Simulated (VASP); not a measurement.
# Sr (P6_3/mmc) in VASP: notebook

Runs on Sr. Level: PBE. Tasks: single point.

Program: VASP 6.6.1. These are calculated values, not measurements. Logs are shortened: lines on timing, memory, paths and dates and some standing lists are left out, and cuts for length are marked.

### Step 1. The structure

Symmetry: P6_3/mmc, No. 194, hexagonal system. Conventional cell: a = 4.310 Å, b = 4.310 Å, c = 7.050 Å, α = 90.00°, β = 90.00°, γ = 120.00°. Sr (site symmetry -6m2) is surrounded by 12 Sr at 4.31 Å.

This isn't the form of Sr at room conditions, which is fcc.

### Step 2. Single point, PBE

Input file INCAR:

```
SYSTEM = Sr
  ADDGRID = .False.
  ALGO = Normal
  EDIFF = 1E-6
  ENCUT = 400
  GGA = PE
  ISIF = 2
  ISMEAR = 0
  LASPH = .True.
  LCHARG = .False.
  LREAL = .False.
  LWAVE = .False.
  NBANDS = 17
  NELM = 100
  PREC = Accurate
  SIGMA = 0.02
```

Input file KPOINTS:

```
k-points
0
Gamma
  10 10 6
  0 0 0
```

Input file POSCAR:

```
Sr
1.0
    4.3100000000      0.0000000000      0.0000000000
   -2.1550000000      3.7325694903      0.0000000000
    0.0000000000      0.0000000000      7.0500000000
Sr
2
Direct
    0.6432960000      0.3178180000      0.7464440000
    0.3199860000      0.6535770000      0.2508690000
```

Potentials or basis: VASP PAW PBE potentials, release 64 (Sr_sv).

Run with:

```
> cat potpaw_PBE.64/Sr_sv/POTCAR > POTCAR
> mpirun -np 1 vasp_std > vasp.out
```

OUTCAR:

```text
SYSTEM = Sr
   EDIFF = 1E-6
   ENCUT = 400
   GGA = PE
   ISIF = 2
   ISMEAR = 0
   LASPH = .True.
   LREAL = .False.
   NELM = 100
   PREC = Accurate

 Found    304 irreducible k-points:

 Following reciprocal coordinates:
            Coordinates               Weight
  0.000000  0.000000  0.000000      1.000000
  0.100000  0.000000  0.000000      2.000000
  0.000000  0.100000  0.000000      2.000000
 -0.100000  0.100000  0.000000      2.000000
  0.200000  0.000000  0.000000      2.000000
  0.000000  0.200000  0.000000      2.000000
   k-points           NKPTS =    304   k-points in BZ     NKDIM =    304   number of bands    NBANDS=     17
   number of dos      NEDOS =    301   number of ions     NIONS =      2
   total plane-waves  NPLWV =  37632
   dimension x,y,z NGX =    28 NGY =   28 NGZ =   48
   dimension x,y,z NGXF=    56 NGYF=   56 NGZF=   96
   ions per type =               2
   NGX,Y,Z   is equivalent  to a cutoff of  10.80, 10.80, 11.32 a.u.
   NGXF,Y,Z  is equivalent  to a cutoff of  21.60, 21.60, 22.64 a.u.
 SYSTEM =  Sr
   PREC   = accura    normal or accurate (medium, high low for compatibility)
   ISTART =      0    job   : 0-new  1-cont  2-samecut
   ICHARG =      2    charge: 1-file 2-atom 10-const
   ISPIN  =      1    spin polarized calculation?
   LNONCOLLINEAR =      F non collinear calculations
   LSORBIT =      F    spin-orbit coupling
   LASPH  =      T    aspherical Exc in radial PAW
   ENCUT  =  400.0 eV  29.40 Ry    5.42 a.u.   7.03  7.03 11.50*2*pi/ulx,y,z
   NELM   =    100;   NELMIN=  2; NELMDL= -5     # of ELM steps
   EDIFF  = 0.1E-05   stopping-criterion for ELM
   LREAL  =      F    real-space projection
   EDIFFG = 0.1E-04   stopping-criterion for IOM
   NSW    =      0    number of steps for IOM
   IBRION =     -1    ionic relax: 0-MD 1-quasi-New 2-CG
   NFREE  =      0    steps in history (QN), initial steepest desc. (CG)
   ISIF   =      2    stress and relaxation
   ISYM   =      2    0-nonsym 1-usesym 2-fastsym
   POTIM  = 0.5000    time-step for ionic-motion
   TEBEG  =    0.0;   TEEND  =   0.0 temperature during run
   PSTRESS=    0.0 pullay stress
   NELECT =      20.0000    total number of electrons
   NUPDOWN=      -1.0000    fix difference up-down
   EMIN   =  10.00;   EMAX   =-10.00  energy-range for DOS
   EFERMI =   0.00;   METHOD = LEGACY
   ISMEAR =     0;   SIGMA  =   0.02  broadening in eV -4-tet -1-fermi 0-gaus
   EFERMI_NEDOS =   21; number of points for ismear=-14 and -15
   IALGO  =     38    algorithm
   IMIX   =      4    mixing-type and parameters
     AMIX     =   0.40;   BMIX     =  1.00
     AMIX_MAG =   1.60;   BMIX_MAG =  1.00
  volume/ion in A,a.u.               =      56.71       382.68
  Fermi-wavevector in a.u.,A,eV,Ry     =   0.918037  1.734838 11.466874  0.842791
  Thomas-Fermi vector in A             =   2.043073
   LORBIT       =      0    0 simple, 1 ext, 2 COOP (PROOUT), +10 PAW based schemes
   GGA     = PE    functional components
   LHFCALC =     F    Hartree Fock is set to
   AEXX    =    0.0000 exact exchange contribution
   IVDW    =     0    specifies the selected vdW correction
   LEPSILON=     F    determine dielectric tensor
   LRPA    =     F    only Hartree local field effects (RPA)
 non-spin polarized calculation
 Gauss-broadening in eV      SIGMA  =   0.02
  energy-cutoff  :      400.00
  volume of cell :      113.42
 maximum number of plane-waves:      2078
   NGX = 15   NGY = 15   NGZ = 23

 number of electron      20.0000000 magnetization

 Free energy of the ion-electron system (eV)
  ---------------------------------------------------
  ext. energy  EPLUGINS =         0.00000000
  ---------------------------------------------------
  free energy    TOTEN  =        -3.26092293 eV

  energy without entropy =       -3.26006144  energy(sigma->0) =       -3.26049219

 E-fermi :   1.5120     XC(G=0):  -7.2595

 val. band max:        1.5113523179   @ k =   0.3000   0.3000   0.1667
 cond. band min:       1.5122042970   @ k =   0.4000   0.3000   0.1667
 fundamental gap:      0.0008519791
 Fermi energy:         1.5119533514

 k-point     1 :       0.0000    0.0000    0.0000
  band No.  band energies     occupation
      1     -35.1994      2.00000
      2     -35.1876      2.00000
      3     -17.2600      2.00000
      4     -17.1179      2.00000
      5     -17.1150      2.00000
      6     -17.0925      2.00000
[... 9 lines left out ...]
     16       4.1563      0.00000
     17       4.6194      0.00000

 k-point     2 :       0.1000    0.0000    0.0000
  band No.  band energies     occupation
      1     -35.1984      2.00000
      2     -35.1870      2.00000
      3     -17.2546      2.00000
      4     -17.1280      2.00000
      5     -17.1218      2.00000
      6     -17.1056      2.00000
[... 9 lines left out ...]
     16       4.2851      0.00000
     17       4.4254      0.00000

 k-point     3 :       0.0000    0.1000    0.0000
  band No.  band energies     occupation
      1     -35.1984      2.00000
      2     -35.1871      2.00000
      3     -17.2545      2.00000
      4     -17.1298      2.00000
      5     -17.1200      2.00000
      6     -17.1056      2.00000
[... 9 lines left out ...]
     16       4.2701      0.00000
     17       4.3912      0.00000

 k-point     4 :      -0.1000    0.1000    0.0000
  band No.  band energies     occupation
      1     -35.1984      2.00000
      2     -35.1871      2.00000
      3     -17.2544      2.00000
      4     -17.1303      2.00000
      5     -17.1195      2.00000
      6     -17.1056      2.00000
[... 9 lines left out ...]
     16       4.2620      0.00000
     17       4.3831      0.00000

 k-point     5 :       0.2000    0.0000    0.0000
  band No.  band energies     occupation
      1     -35.1957      2.00000
      2     -35.1858      2.00000
      3     -17.2396      2.00000
      4     -17.1618      2.00000
      5     -17.1394      2.00000
      6     -17.1319      2.00000
[... 9 lines left out ...]
     16       4.2416      0.00000
     17       4.3145      0.00000

 k-point     6 :       0.0000    0.2000    0.0000
  band No.  band energies     occupation
      1     -35.1957      2.00000
      2     -35.1858      2.00000
      3     -17.2390      2.00000
      4     -17.1631      2.00000
      5     -17.1397      2.00000
      6     -17.1304      2.00000
[... 9 lines left out ...]
     16       4.2505      0.00000
     17       4.3250      0.00000

 [... further k-points ...]

------------------------ aborting loop because EDIFF is reached ----------------------------------------

  FORCE on cell =-STRESS in cart. coord.  units (eV):
  Direction    XX          YY          ZZ          XY          YZ          ZX
  --------------------------------------------------------------------------------------
  -------------------------------------------------------------------------------------
  Total       -0.2822809     -0.2634178     -0.0052734     -0.0383894      0.0003968      0.0016466
  in kB       -3.9876571     -3.7211861     -0.0744949     -0.5423097      0.0056052      0.0232607
  external PRESSURE =      -2.5944460 kB  Pullay stress =       0.0000000 kB

 VOLUME and BASIS-vectors are now :
 -----------------------------------------------------------------------------
  energy-cutoff  :      400.00
  volume of cell :      113.42
      direct lattice vectors                 reciprocal lattice vectors
     4.310000000  0.000000000  0.000000000     0.232018561  0.133955979  0.000000000
    -2.155000000  3.732569490  0.000000000     0.000000000  0.267911958  0.000000000
     0.000000000  0.000000000  7.050000000     0.000000000  0.000000000  0.141843972

 POSITION                                       TOTAL-FORCE (eV/Angst)
 -----------------------------------------------------------------------------------
      2.08771      1.18628      5.26243         0.012191      0.002523      0.040296
     -0.02932      2.43952      1.76863        -0.012191     -0.002523     -0.040296
 -----------------------------------------------------------------------------------
    total drift:                                0.000002     -0.000003     -0.000001

  FREE ENERGIE OF THE ION-ELECTRON SYSTEM (eV)
  ---------------------------------------------------
  free  energy   TOTEN  =        -3.2609229315 eV

  energy  without entropy=       -3.2600614416  energy(sigma->0) =       -3.26049219
```

Wall time 1.7 min (1 thread of Intel Xeon 6975P-C (Granite Rapids), shared host); peak memory 0.43 GiB.

These settings aren't checked as converged: the numbers below hold their error.

Results:

| Item | Value |
| --- | --- |
| Free energy | -3.2609 eV |
| Pressure | -0.3 GPa |
| Largest force | 0.042 eV/Å |
| Band gap on the k mesh | none (metal or under the smearing width) |

### Step 3. Single point, PBE

Changes to INCAR since step 2:

```diff
@@ -7,3 +7,3 @@
   ISIF = 2
-  ISMEAR = 0
+  ISMEAR = -5
   LASPH = .True.
@@ -15,2 +15,2 @@
   PREC = Accurate
-  SIGMA = 0.02
+  SIGMA = 0.15
```

KPOINTS is that of step 2.

Input file POSCAR:

```
Sr
1.0
    4.3100000000      0.0000000000      0.0000000000
   -2.1550000000      3.7325694903      0.0000000000
    0.0000000000      0.0000000000      7.0500000000
Sr
2
Direct
    0.6666666667      0.3333333333      0.7500000000
    0.3333333333      0.6666666667      0.2500000000
```

Potentials or basis: VASP PAW PBE potentials, release 64 (Sr_sv).

Run with:

```
> cat potpaw_PBE.64/Sr_sv/POTCAR > POTCAR
> mpirun -np 1 vasp_std > vasp.out
```

Wall time 22 s (1 thread of Intel Xeon 6975P-C (Granite Rapids), shared host); peak memory 0.21 GiB.

The run converged, but some of its settings lie outside the range that counts as converged, so its numbers aren't taken as properties of the crystal.

What came out:

```yaml
Free_energy: -3.2640 eV
Pressure: -0.3 GPa
Band_gap_on_the_k_mesh: none (metal or under the smearing width)
```

Caveat: tetrahedron occupations give inexact forces and stress in metals.

### Step 4. Single point, PBE

INCAR is that of step 3.

KPOINTS is that of step 3.

Input file POSCAR:

```
Sr
1.0
    4.3100000000      0.0000000000      0.0000000000
   -2.1550000000      3.7325694903      0.0000000000
    0.0000000000      0.0000000000      7.0500000000
Sr
2
Direct
    0.6432960000      0.3178180000      0.7464440000
    0.3199860000      0.6535770000      0.2508690000
```

Run with:

```
> cat potpaw_PBE.64/Sr_sv/POTCAR > POTCAR
> mpirun -np 1 vasp_std > vasp.out
```

Run time: 1.9 min. Hardware: 1 thread of Intel Xeon 6975P-C (Granite Rapids), shared host; peak memory 0.43 GiB.

The run converged, but some of its settings lie outside the range that counts as converged, so its numbers aren't taken as properties of the crystal.

Results:

```yaml
Free_energy: -3.2631 eV
Pressure: -0.3 GPa
Largest_force: 0.037 eV/Å
Band_gap_on_the_k_mesh: none (metal or under the smearing width)
```

Caveat: tetrahedron occupations give inexact forces and stress in metals.
